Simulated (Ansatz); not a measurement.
A run of Ansatz 0.2.0 is set up as follows.

File run.py:

```python
import json

import ase.io
import numpy as np
from ase.calculators.calculator import CalculationFailed, Calculator
from ase.stress import full_3x3_to_voigt_6_stress
from ase.units import GPa

import ansatz as az

class AnsatzCalculator(Calculator):
    implemented_properties = ["energy", "free_energy", "forces", "stress", "magmom"]

    def calculate(self, atoms, properties, system_changes):
        super().calculate(atoms, properties, system_changes)
        structure = atoms.copy()
        structure.set_constraint()
        structure.set_momenta(None)
        structure.set_masses(None)
        outcome = (
            az.Crystal.from_ase(structure)
            .calculation()
            .basis(xc_grid=2)
            .kpoints(6, 6, 6)
            .functional("b3lyp", dispersion="d3bjatm")
            .pseudopotentials(kind="paw", source="ansatz")
            .scf(tolerance=2e-10)
            .occupations(method="cold", width=0.05)
            .forces()
            .stress()
            .run(threads=2)
        )
        if not outcome.report["converged"]:
            raise CalculationFailed("SCF not converged")
        report = outcome.report
        self.results = {
            "free_energy": report["lagrangian_ev"],
            "energy": report["lagrangian_ev"],
            "forces": np.array(report["forces_ev_ang"]),
            "stress": -GPa * full_3x3_to_voigt_6_stress(report["stress_gpa"]),
            "magmom": report["magnetization_mub"],
        }

np.set_printoptions(precision=5, suppress=True, linewidth=110)
atoms = ase.io.read("ZnCu.cif")
atoms.info.pop("occupancy", None)
atoms.calc = AnsatzCalculator()
print(f"free energy {atoms.get_potential_energy():.6f} eV")
print("forces (eV/A)", atoms.get_forces(), sep="\n")
print("stress (GPa, Voigt, tension positive)", atoms.get_stress() / GPa, sep="\n")
print(f"moment {atoms.get_magnetic_moment():.4f} muB")
```

ZnCu.cif

```cif
data_ZnCu
_cell_length_a 2.94500000
_cell_length_b 2.94500000
_cell_length_c 2.94500000
_cell_angle_alpha 90.00000000
_cell_angle_beta 90.00000000
_cell_angle_gamma 90.00000000
_space_group_name_H-M_alt 'P1'
_space_group_name_Hall 'P 1'
_space_group_IT_number 1
loop_
_space_group_symop_operation_xyz
'x,y,z'
loop_
_atom_site_label
_atom_site_type_symbol
_atom_site_symmetry_multiplicity
_atom_site_Wyckoff_symbol
_atom_site_fract_x
_atom_site_fract_y
_atom_site_fract_z
_atom_site_occupancy
Zn1 Zn 1 a 0.5000000000 0.5000000000 0.5000000000 1
Cu1 Cu 1 a 0.0000000000 0.0000000000 0.0000000000 1
```

Potentials or basis: Ansatz PAW earlier set.

Run with:

```bash
$ python run.py
```

Task: Predict the band gap on the k mesh.

Result: None (metal or under the smearing width).

Task: Estimate the pressure.

Result: -3.0 GPa.

Caveat: the potentials were made for another functional, which shifts forces and pressure; pairwise dispersion overbinds metals, which lowers pressure and volume; the thresholds are loose for stress.
